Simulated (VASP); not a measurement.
# CuAu (P4/mmm) in VASP: further runs

The runs below take CuAu through single point, with PBE.

All numbers are computed with VASP 6.6.1; they aren't measurements. Logs are shortened: lines on timing, memory, paths and dates and some standing lists are left out, and cuts for length are marked.

## (1) The crystal as given

It takes space group P4/mmm (No. 123, tetragonal). The conventional cell has a = 2.811 Å, b = 2.811 Å, c = 3.685 Å, α = 90.00°, β = 90.00°, γ = 90.00°. Au (site symmetry 4/mmm) has 8 Cu at 2.71 Å and 4 Au at 2.81 Å as nearest neighbours. Cu (site symmetry 4/mmm) has 8 Au at 2.71 Å and 4 Cu at 2.81 Å as nearest neighbours.

## (2) Single point, PBE

Contents of INCAR:

```
SYSTEM = CuAu
ADDGRID  = .FALSE.      
ALGO     = Normal         ! electronic algorithm
EDIFF    = 1E-6           ! SCF threshold, eV
ENCUT    = 460            ! plane-wave cutoff, eV
GGA      = PE             ! functional
ISIF     = 2              ! what is computed and relaxed
ISMEAR   = 1              ! smearing method
LASPH    = .FALSE.        ! aspherical terms in the spheres
LCHARG   = .FALSE.        ! write CHGCAR
LREAL    = .FALSE.        ! projectors in reciprocal space
LWAVE    = .FALSE.        ! write WAVECAR
NBANDS   = 18             ! bands
NELM     = 100            ! most SCF steps
PREC     = Accurate       ! precision mode
SIGMA    = 0.2            ! smearing width, eV
```

Contents of KPOINTS:

```
k-points
0
G
  5 5 4
  0 0 0
```

Contents of POSCAR:

```
CuAu
1.0
    2.8107494552      0.0000000000      0.0000000000
    0.0000000000      2.8107494552      0.0000000000
    0.0000000000      0.0000000000      3.6850000000
Au Cu
1 1
Direct
    0.0000000000      0.0000000000      0.0000000000
    0.5000000000      0.5000000000      0.5000000000
```

Potentials or basis: VASP PAW PBE potentials, release 64 (Au, Cu).

Run with:

```
> cat potpaw_PBE.64/Au/POTCAR potpaw_PBE.64/Cu/POTCAR > POTCAR
> mpirun -np 1 vasp_std > vasp.out
```

OUTCAR:

```text
SYSTEM = CuAu
   EDIFF = 1E-6
   ENCUT = 460
   GGA = PE
   ISIF = 2
   ISMEAR = 1
   LASPH = .FALSE.
   LREAL = .FALSE.
   NELM = 100
   PREC = Accurate

 Found     18 irreducible k-points:

 Following reciprocal coordinates:
            Coordinates               Weight
  0.000000  0.000000  0.000000      1.000000
  0.200000  0.000000  0.000000      4.000000
  0.400000  0.000000  0.000000      4.000000
  0.200000  0.200000  0.000000      4.000000
  0.400000  0.200000  0.000000      8.000000
  0.400000  0.400000  0.000000      4.000000
   k-points           NKPTS =     18   k-points in BZ     NKDIM =     18   number of bands    NBANDS=     18
   number of dos      NEDOS =    301   number of ions     NIONS =      2
   total plane-waves  NPLWV =  11200
   dimension x,y,z NGX =    20 NGY =   20 NGZ =   28
   dimension x,y,z NGXF=    40 NGYF=   40 NGZF=   56
   ions per type =               1   1
   NGX,Y,Z   is equivalent  to a cutoff of  11.83, 11.83, 12.63 a.u.
   NGXF,Y,Z  is equivalent  to a cutoff of  23.66, 23.66, 25.26 a.u.
 SYSTEM =  CuAu
   PREC   = accura    normal or accurate (medium, high low for compatibility)
   ISTART =      0    job   : 0-new  1-cont  2-samecut
   ICHARG =      2    charge: 1-file 2-atom 10-const
   ISPIN  =      1    spin polarized calculation?
   LNONCOLLINEAR =      F non collinear calculations
   LSORBIT =      F    spin-orbit coupling
   LASPH  =      F    aspherical Exc in radial PAW
   ENCUT  =  460.0 eV  33.81 Ry    5.81 a.u.   4.92  4.92  6.44*2*pi/ulx,y,z
   NELM   =    100;   NELMIN=  2; NELMDL= -5     # of ELM steps
   EDIFF  = 0.1E-05   stopping-criterion for ELM
   LREAL  =      F    real-space projection
   EDIFFG = 0.1E-04   stopping-criterion for IOM
   NSW    =      0    number of steps for IOM
   IBRION =     -1    ionic relax: 0-MD 1-quasi-New 2-CG
   NFREE  =      0    steps in history (QN), initial steepest desc. (CG)
   ISIF   =      2    stress and relaxation
   ISYM   =      2    0-nonsym 1-usesym 2-fastsym
   POTIM  = 0.5000    time-step for ionic-motion
   TEBEG  =    0.0;   TEEND  =   0.0 temperature during run
   PSTRESS=    0.0 pullay stress
   NELECT =      22.0000    total number of electrons
   NUPDOWN=      -1.0000    fix difference up-down
   EMIN   =  10.00;   EMAX   =-10.00  energy-range for DOS
   EFERMI =   0.00;   METHOD = LEGACY
   ISMEAR =     1;   SIGMA  =   0.20  broadening in eV -4-tet -1-fermi 0-gaus
   EFERMI_NEDOS =   21; number of points for ismear=-14 and -15
   IALGO  =     38    algorithm
   IMIX   =      4    mixing-type and parameters
     AMIX     =   0.40;   BMIX     =  1.00
     AMIX_MAG =   1.60;   BMIX_MAG =  1.00
  volume/ion in A,a.u.               =      14.56        98.23
  Fermi-wavevector in a.u.,A,eV,Ry     =   1.491152  2.817868 30.253005  2.223533
  Thomas-Fermi vector in A             =   2.603843
   LORBIT       =      0    0 simple, 1 ext, 2 COOP (PROOUT), +10 PAW based schemes
   GGA     = PE    functional components
   LHFCALC =     F    Hartree Fock is set to
   AEXX    =    0.0000 exact exchange contribution
   IVDW    =     0    specifies the selected vdW correction
   LEPSILON=     F    determine dielectric tensor
   LRPA    =     F    only Hartree local field effects (RPA)
 non-spin polarized calculation
 Methfessel and Paxton  Order N= 1 SIGMA  =   0.20
  energy-cutoff  :      460.00
  volume of cell :       29.11
 maximum number of plane-waves:       667
 NGX is ok and might be reduce to    20
   NGX =  9   NGY =  9   NGZ = 13

 number of electron      22.0000020 magnetization

 Free energy of the ion-electron system (eV)
  ---------------------------------------------------
  ext. energy  EPLUGINS =         0.00000000
  ---------------------------------------------------
  free energy    TOTEN  =        -7.14879602 eV

  energy without entropy =       -7.14692885  energy(sigma->0) =       -7.14817363

 E-fermi :   9.0693     XC(G=0): -12.6627

 val. band max:        9.0301722305   @ k =   0.4000   0.2000   0.5000
 cond. band min:       9.3153290338   @ k =   0.4000   0.4000   0.2500
 fundamental gap:      0.2851568033
 Fermi energy:         9.0692642835

 k-point     1 :       0.0000    0.0000    0.0000
  band No.  band energies     occupation
      1      -1.0316      2.00000
      2       2.1608      2.00000
      3       2.2916      2.00000
      4       4.6776      2.00000
      5       4.6776      2.00000
      6       5.7564      2.00000
[... 10 lines left out ...]
     17      25.5530      0.00000
     18      26.1422      0.00000

 k-point     2 :       0.2000    0.0000    0.0000
  band No.  band energies     occupation
      1      -0.1484      2.00000
      2       2.4871      2.00000
      3       2.9121      2.00000
      4       4.1607      2.00000
      5       4.8858      2.00000
      6       5.3917      2.00000
[... 10 lines left out ...]
     17      25.7222      0.00000
     18      27.5645      0.00000

 k-point     3 :       0.4000    0.0000    0.0000
  band No.  band energies     occupation
      1       1.6752      2.00000
      2       3.1428      2.00000
      3       3.3409      2.00000
      4       4.1132      2.00000
      5       4.7831      2.00000
      6       5.3475      2.00000
[... 10 lines left out ...]
     17      23.8389      0.00000
     18      25.2603      0.00000

 k-point     4 :       0.2000    0.2000    0.0000
  band No.  band energies     occupation
      1       0.7003      2.00000
      2       3.0626      2.00000
      3       3.1910      2.00000
      4       4.0144      2.00000
      5       4.3318      2.00000
      6       4.8943      2.00000
[... 10 lines left out ...]
     17      26.0252      0.00000
     18      26.5600      0.00000

 k-point     5 :       0.4000    0.2000    0.0000
  band No.  band energies     occupation
      1       2.3250      2.00000
      2       3.2298      2.00000
      3       3.2369      2.00000
      4       3.7111      2.00000
      5       4.1018      2.00000
      6       5.4080      2.00000
[... 10 lines left out ...]
     17      21.6591      0.00000
     18      22.9663      0.00000

 k-point     6 :       0.4000    0.4000    0.0000
  band No.  band energies     occupation
      1       1.9130      2.00000
      2       3.0695      2.00000
      3       3.1034      2.00000
      4       3.1039      2.00000
      5       5.9651      2.00000
      6       6.7392      2.00000
[... 10 lines left out ...]
     17      21.1658      0.00000
     18      21.6659      0.00000

 [... further k-points ...]

------------------------ aborting loop because EDIFF is reached ----------------------------------------

  FORCE on cell =-STRESS in cart. coord.  units (eV):
  Direction    XX          YY          ZZ          XY          YZ          ZX
  --------------------------------------------------------------------------------------
  -------------------------------------------------------------------------------------
  Total        0.7692570      0.7692570      0.6302526      0.0000000      0.0000000     -0.0000000
  in kB       42.3350693     42.3350693     34.6851411      0.0000000      0.0000000     -0.0000000
  external PRESSURE =      39.7850933 kB  Pullay stress =       0.0000000 kB

 VOLUME and BASIS-vectors are now :
 -----------------------------------------------------------------------------
  energy-cutoff  :      460.00
  volume of cell :       29.11
      direct lattice vectors                 reciprocal lattice vectors
     2.810749455  0.000000000  0.000000000     0.355776997  0.000000000  0.000000000
     0.000000000  2.810749455  0.000000000     0.000000000  0.355776997  0.000000000
     0.000000000  0.000000000  3.685000000     0.000000000  0.000000000  0.271370421

 POSITION                                       TOTAL-FORCE (eV/Angst)
 -----------------------------------------------------------------------------------
      0.00000      0.00000      0.00000         0.000000      0.000000      0.000000
      1.40537      1.40537      1.84250         0.000000      0.000000      0.000000
 -----------------------------------------------------------------------------------
    total drift:                               -0.000000      0.000000      0.000000

  FREE ENERGIE OF THE ION-ELECTRON SYSTEM (eV)
  ---------------------------------------------------
  free  energy   TOTEN  =        -7.1487960165 eV

  energy  without entropy=       -7.1469288464  energy(sigma->0) =       -7.14817363
```

OSZICAR:

```text
N       E                     dE             d eps       ncg     rms          rms(c)
DAV:   1     0.119611660393E+03    0.11961E+03   -0.10120E+04   688   0.157E+03
DAV:   2    -0.362209794129E+01   -0.12323E+03   -0.11531E+03   652   0.279E+02
DAV:   3    -0.804833930922E+01   -0.44262E+01   -0.43835E+01   756   0.629E+01
DAV:   4    -0.810934432257E+01   -0.61005E-01   -0.60959E-01   836   0.609E+00
DAV:   5    -0.811073734366E+01   -0.13930E-02   -0.13930E-02   848   0.918E-01    0.114E+01
DAV:   6    -0.754280537045E+01    0.56793E+00   -0.64433E+00   706   0.679E+01    0.533E+00
DAV:   7    -0.721359943882E+01    0.32921E+00   -0.24874E+00   776   0.695E+01    0.540E+00
DAV:   8    -0.715563977600E+01    0.57960E-01   -0.19989E-01   914   0.112E+01    0.259E+00
DAV:   9    -0.714898559165E+01    0.66542E-02   -0.15692E-02   970   0.285E+00    0.118E-01
DAV:  10    -0.714880441408E+01    0.18118E-03   -0.19252E-03   814   0.512E-01    0.853E-02
DAV:  11    -0.714880002188E+01    0.43922E-05   -0.62642E-05   868   0.837E-02    0.247E-02
DAV:  12    -0.714879646349E+01    0.35584E-05   -0.75964E-06  1010   0.696E-02    0.656E-03
DAV:  13    -0.714879601648E+01    0.44701E-06   -0.29871E-07   374   0.105E-02
   1 F= -.71487960E+01 E0= -.71481736E+01  d E =-.186717E-02
```

stdout:

```text
POSCAR found type information on POSCAR AuCu
 POSCAR found :  2 types and       2 ions
 scaLAPACK will be used
 LDA part: xc-table for (Slater+PW92), standard interpolation
 POSCAR, INCAR and KPOINTS ok, starting setup
 FFT: planning ... GRIDC
 FFT: planning ... GRID_SOFT
 FFT: planning ... GRID
 WAVECAR not read
 entering main loop
```

Run time: 7.7 s. Hardware: 1 thread of Intel Xeon Platinum 8375C at 2.90GHz (Ice Lake), shared host; peak memory 0.13 GiB.

These settings aren't checked as converged: the numbers below hold their error.

What came out:

- Free energy: -7.1488 eV
- Pressure: 4.0 GPa
- Band gap on the k mesh: none (metal or under the smearing width)

Caveat: the k mesh is coarse (spacing up to 0.45 Å⁻¹), so the values aren't converged.

## (3) Single point, PBE

INCAR is that of step 2.

KPOINTS is that of step 2.

Contents of POSCAR:

```
CuAu
1.0
    2.8107494552      0.0000000000      0.0000000000
    0.0000000000      2.8107494552      0.0000000000
    0.0000000000      0.0000000000      3.6850000000
Au Cu
1 1
Direct
    0.0257070000      0.0114430000     -0.0258500000
    0.4994280000      0.4658820000      0.5068750000
```

Potentials or basis: VASP PAW PBE potentials, release 64 (Au, Cu).

Run with:

```
> cat potpaw_PBE.64/Au/POTCAR potpaw_PBE.64/Cu/POTCAR > POTCAR
> mpirun -np 1 vasp_std > vasp.out
```

OUTCAR:

```text
SYSTEM = CuAu
   EDIFF = 1E-6
   ENCUT = 460
   GGA = PE
   ISIF = 2
   ISMEAR = 1
   LASPH = .FALSE.
   LREAL = .FALSE.
   NELM = 100
   PREC = Accurate

 Found     51 irreducible k-points:

 Following reciprocal coordinates:
            Coordinates               Weight
  0.000000  0.000000  0.000000      1.000000
  0.200000  0.000000  0.000000      2.000000
  0.000000  0.200000  0.000000      2.000000
  0.400000  0.000000  0.000000      2.000000
  0.000000  0.400000  0.000000      2.000000
  0.200000  0.200000  0.000000      2.000000
   k-points           NKPTS =     51   k-points in BZ     NKDIM =     51   number of bands    NBANDS=     18
   number of dos      NEDOS =    301   number of ions     NIONS =      2
   total plane-waves  NPLWV =  11200
   dimension x,y,z NGX =    20 NGY =   20 NGZ =   28
   dimension x,y,z NGXF=    40 NGYF=   40 NGZF=   56
   ions per type =               1   1
   NGX,Y,Z   is equivalent  to a cutoff of  11.83, 11.83, 12.63 a.u.
   NGXF,Y,Z  is equivalent  to a cutoff of  23.66, 23.66, 25.26 a.u.
 SYSTEM =  CuAu
   PREC   = accura    normal or accurate (medium, high low for compatibility)
   ISTART =      0    job   : 0-new  1-cont  2-samecut
   ICHARG =      2    charge: 1-file 2-atom 10-const
   ISPIN  =      1    spin polarized calculation?
   LNONCOLLINEAR =      F non collinear calculations
   LSORBIT =      F    spin-orbit coupling
   LASPH  =      F    aspherical Exc in radial PAW
[... 54 lines left out ...]
 cond. band min:       9.2734842124   @ k =  -0.4000  -0.4000   0.2500
 fundamental gap:      0.2835096022
 Fermi energy:         9.0259502831

 k-point     1 :       0.0000    0.0000    0.0000
  band No.  band energies     occupation
      1      -1.0373      2.00000
      2       2.1331      2.00000
      3       2.2699      2.00000
      4       4.6146      2.00000
      5       4.6940      2.00000
      6       5.7371      2.00000
[... 103 lines left out ...]
      5       4.2495      2.00000
      6       4.8341      2.00000
[... 10 lines left out ...]
     17      26.0800      0.00000
     18      26.5254      0.00000

 [... further k-points ...]

------------------------ aborting loop because EDIFF is reached ----------------------------------------

  FORCE on cell =-STRESS in cart. coord.  units (eV):
  Direction    XX          YY          ZZ          XY          YZ          ZX
  --------------------------------------------------------------------------------------
  -------------------------------------------------------------------------------------
  Total        1.1734086      1.0872509      1.1433054      0.1098404     -0.3398797     -0.2046110
  in kB       64.5770351     59.8354542     62.9203407      6.0449266    -18.7048394    -11.2605055
  external PRESSURE =      62.4442766 kB  Pullay stress =       0.0000000 kB

 VOLUME and BASIS-vectors are now :
 -----------------------------------------------------------------------------
  energy-cutoff  :      460.00
  volume of cell :       29.11
      direct lattice vectors                 reciprocal lattice vectors
     2.810749455  0.000000000  0.000000000     0.355776997  0.000000000  0.000000000
     0.000000000  2.810749455  0.000000000     0.000000000  0.355776997  0.000000000
     0.000000000  0.000000000  3.685000000     0.000000000  0.000000000  0.271370421

 POSITION                                       TOTAL-FORCE (eV/Angst)
 -----------------------------------------------------------------------------------
      0.07226      0.03216      3.58974        -0.309593     -0.517320      0.902984
      1.40377      1.30948      1.86783         0.309593      0.517320     -0.902984
 -----------------------------------------------------------------------------------
    total drift:                                0.000194      0.001094     -0.000872

  FREE ENERGIE OF THE ION-ELECTRON SYSTEM (eV)
  ---------------------------------------------------
  free  energy   TOTEN  =        -7.0547239000 eV

  energy  without entropy=       -7.0526816859  energy(sigma->0) =       -7.05404316
```

Run time: 14 s. Hardware: 1 thread of Intel Xeon Platinum 8375C at 2.90GHz (Ice Lake), shared host; peak memory 0.14 GiB.

The run converged, but some of its settings lie outside the range that counts as converged, so its numbers aren't taken as properties of the crystal.

What came out:

- Free energy: -7.0547 eV
- Pressure: 6.2 GPa
- Largest force: 1.086 eV/Å
- Band gap on the k mesh: none (metal or under the smearing width)

Caveat: the k mesh is coarse (spacing up to 0.45 Å⁻¹), so the values aren't converged.

(Continued in part 2 of 2.)
